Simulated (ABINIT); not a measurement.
# BAs: single point with r2SCAN

The system is BAs.

```
As B
1.0
     0.00000    2.38850    2.38850
     2.38850    0.00000    2.38850
     2.38850    2.38850    0.00000
As B
1 1
Direct
  0.75000 0.75000 0.75000
  0.00000 0.00000 0.00000
```

```json
{"Program": "ABINIT 10.8.3 (patched build)", "Task": "single point", "Functional": "r2SCAN", "Potentials or basis": "JTH PAW PBE v2.0", "Cutoff": "490 eV", "k mesh": "8 × 8 × 8", "Occupations": "fermi-dirac, width 0.05 eV", "Spin": "no spin polarisation", "Fine-grid cutoff": "979.61 eV"}
```

```json
{"Pressure": "0.7 GPa", "Band gap on the k mesh": "1.37 eV, indirect (least direct gap 3.43 eV)", "Valence electrons inside the program's atomic spheres": "As 12.82; B 1.74"}
```

Levels at points of the mesh, in eV from the valence-band top:
| k point | band 7 | band 8 | band 9 | band 10 | band 11 | band 12 |
| --- | --- | --- | --- | --- | --- | --- |
| (0.00, 0.00, 0.00) | 0.00 | 0.00 | 0.00 | 3.43 | 3.43 | 3.43 |
| (0.50, 0.00, 0.00) | -9.25 | -1.94 | -1.94 | 2.95 | 5.05 | 5.05 |
| (0.50, 0.50, 0.00) | -9.07 | -4.32 | -4.32 | 1.60 | 1.68 | 12.18 |

Wall time 27 s on 1 thread of Arm Neoverse V2 (shared host), peak memory 0.11 GiB.

Caveat: the PAW data sets were made with another functional, which shifts forces and pressure a little. r2SCAN opens gaps a little over a GGA but as a rule still falls short of measured ones.
